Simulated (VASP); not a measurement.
## VASP 6.6.1 run: CdTe

INCAR

```
LDAUJ = 0 0
LASPH = .TRUE.
ISMEAR = 0
NELM = 120
LMAXMIX = 4
NBANDS = 16
LDAU = .TRUE.
PREC = Accurate
GGA = PE
SIGMA = 0.2
NSW = 0
LCHARG = .FALSE.
IBRION = -1
LDAUL = 2 -1
LWAVE = .FALSE.
LDAUTYPE = 2
ENCUT = 520
ISIF = 2
EDIFF = 1E-7
LREAL = .FALSE.
LDAUU = 4.0 0
```

KPOINTS

```
KPOINTS created by Atomic Simulation Environment
0
Gamma
6 6 6
0 0 0
```

POSCAR

```
Cd Te
 1.0000000000000000
     0.0000000000000000    3.2799551162000000    3.4111533208000000
     3.2799551162000000    0.0000000000000000    3.4111533208000000
     3.2799551162000000    3.2799551162000000    0.0000000000000000
 Cd  Te
   1   1
Cartesian
  0.0000000000000000  0.0000000000000000  0.0000000000000000
  1.6399775581000000  1.6399775581000000  1.7055766604000004
```

The recommended PBE PAW datasets give the neutral cell 18 valence electrons.

Command

```
mpirun -np 1 vasp_std
```

OSZICAR

```
N       E                     dE             d eps       ncg     rms          rms(c)
DAV:   1     0.991099110220E+02    0.99110E+02   -0.83904E+03   968   0.967E+02
DAV:   2    -0.513723533857E+00   -0.99624E+02   -0.96407E+02  1176   0.226E+02
DAV:   3    -0.429024590299E+01   -0.37765E+01   -0.37724E+01  1136   0.484E+01
DAV:   4    -0.432558278996E+01   -0.35337E-01   -0.35336E-01  1512   0.418E+00
DAV:   5    -0.432565065640E+01   -0.67866E-04   -0.67866E-04  1224   0.174E-01    0.535E+00
DAV:   6    -0.413535970063E+01    0.19029E+00   -0.36223E-01  1096   0.693E+00    0.401E+00
DAV:   7    -0.413099023029E+01    0.43695E-02   -0.11354E-01  1104   0.233E+00    0.154E+00
DAV:   8    -0.413427995080E+01   -0.32897E-02   -0.16181E-02  1072   0.136E+00    0.476E-01
DAV:   9    -0.413496754892E+01   -0.68760E-03   -0.14779E-03  1176   0.412E-01    0.134E-01
DAV:  10    -0.413501791227E+01   -0.50363E-04   -0.18591E-04  1288   0.158E-01    0.784E-02
DAV:  11    -0.413506688833E+01   -0.48976E-04   -0.79031E-05  1096   0.697E-02    0.271E-02
DAV:  12    -0.413506765920E+01   -0.77087E-06   -0.40798E-06  1304   0.167E-02    0.120E-02
DAV:  13    -0.413506997392E+01   -0.23147E-05   -0.67109E-06  1120   0.115E-02    0.139E-02
DAV:  14    -0.413506965801E+01    0.31592E-06   -0.10170E-06  1296   0.778E-03    0.265E-03
DAV:  15    -0.413506990618E+01   -0.24818E-06   -0.20456E-07  1224   0.213E-03    0.221E-03
DAV:  16    -0.413506984864E+01    0.57546E-07   -0.42030E-08   936   0.114E-03
   1 F= -.41350698E+01 E0= -.41350165E+01  d E =-.106657E-03
```

From OUTCAR

```
k-points           NKPTS =     30   k-points in BZ     NKDIM =     30   number of bands    NBANDS=     16

   NELECT =      18.0000    total number of electrons

   dimension x,y,z NGX =    36 NGY =   36 NGZ =   36
   dimension x,y,z NGXF=    72 NGYF=   72 NGZF=   72

  energy-cutoff  :      520.00
  volume of cell :       73.40
      direct lattice vectors                 reciprocal lattice vectors
     0.000000000  3.279955116  3.411153321    -0.152441110  0.152441110  0.146577991
     3.279955116  0.000000000  3.411153321     0.152441110 -0.152441110  0.146577991
     3.279955116  3.279955116  0.000000000     0.152441110  0.152441110 -0.146577991

 k-points in reciprocal lattice and weights: KPOINTS created by Atomic Simulation Env
   0.00000000  0.00000000  0.00000000       0.005
   0.16666667  0.00000000  0.00000000       0.037
   0.33333333  0.00000000  0.00000000       0.037
   0.50000000  0.00000000  0.00000000       0.019
   0.16666667  0.16666667  0.00000000       0.009
   0.33333333  0.16666667  0.00000000       0.037
   0.50000000  0.16666667  0.00000000       0.037
  -0.33333333  0.16666667  0.00000000       0.037
   ...

 E-fermi :   1.9850

 k-point     1 :       0.0000    0.0000    0.0000
  band No.  band energies     occupation
      1      -9.0543      2.00000
      2      -8.0589      2.00000
      3      -8.0529      2.00000
      4      -8.0529      2.00000
      5      -7.8764      2.00000
      6      -7.8742      2.00000
      7       1.5104      1.99921
      8       1.6352      1.98662
      9       1.6352      1.98662
     10       2.2920      0.02996
     11       6.3917      0.00000
     12       6.3917      0.00000
     13       6.4023      0.00000
     14       9.0542      0.00000
     15      10.4442      0.00000
     16      10.9924      0.00000

 k-point     2 :       0.1667    0.0000    0.0000
  band No.  band energies     occupation
      1      -9.0502      2.00000
      2      -8.0461      2.00000
      3      -8.0421      2.00000
      4      -7.9091      2.00000
      5      -7.8777      2.00000
      6      -7.8687      2.00000
      7       0.0051      2.00000
      8       1.3600      1.99999
      9       1.4706      1.99972
     10       3.3988      0.00000
     11       6.3665      0.00000
     12       6.7020      0.00000
     13       6.7042      0.00000
     14       9.7533      0.00000
     15      10.1077      0.00000
     16      10.1275      0.00000

 k-point     3 :       0.3333    0.0000    0.0000
  band No.  band energies     occupation
      1      -9.0546      2.00000
      2      -8.0267      2.00000
      3      -8.0225      2.00000
      4      -7.8782      2.00000
      5      -7.8727      2.00000
      6      -7.5221      2.00000
      7      -1.5988      2.00000
      8       1.0303      2.00000
      9       1.1893      2.00000
     10       3.5571      0.00000
     11       6.8356      0.00000
     12       7.0100      0.00000
     13       7.7490      0.00000
     14       9.7081      0.00000
     15      10.3636      0.00000
     16      10.4171      0.00000

 ...

  Total       -0.0652043     -0.0652043     -0.3820822      0.0000000      0.0000000      0.0000000
  in kB       -1.4233764     -1.4233764     -8.3406595      0.0000000      0.0000000      0.0000000
  external PRESSURE =      -3.7291375 kB  Pullay stress =       0.0000000 kB

 POSITION                                       TOTAL-FORCE (eV/Angst)
 -----------------------------------------------------------------------------------
      0.00000      0.00000      0.00000        -0.000000      0.000000      0.000000
      1.63998      1.63998      1.70558         0.000000     -0.000000     -0.000000
 -----------------------------------------------------------------------------------
    total drift:                               -0.000001     -0.000001     -0.000000

  FREE ENERGIE OF THE ION-ELECTRON SYSTEM (eV)
  ---------------------------------------------------
  free  energy   TOTEN  =        -4.1350698486 eV

  energy  without entropy=       -4.1349631915  energy(sigma->0) =       -4.13501652
```

It converged. Results: gap between bands v and c on the k mesh 0.66 eV; least direct gap on the k mesh 0.66 eV; pressure -0.4 GPa. Band v is the last that the valence electrons fill when counted band by band, and c is the next.

For comparison, a separate PBE run of the intended cell, on usual settings and not on those above, gives a gap of 0.50 eV on its mesh and a pressure of -0.3 GPa.

The run above took about 38 s on one core of a shared host (Intel Xeon Platinum 8488C) and held 0.21 GiB at most.
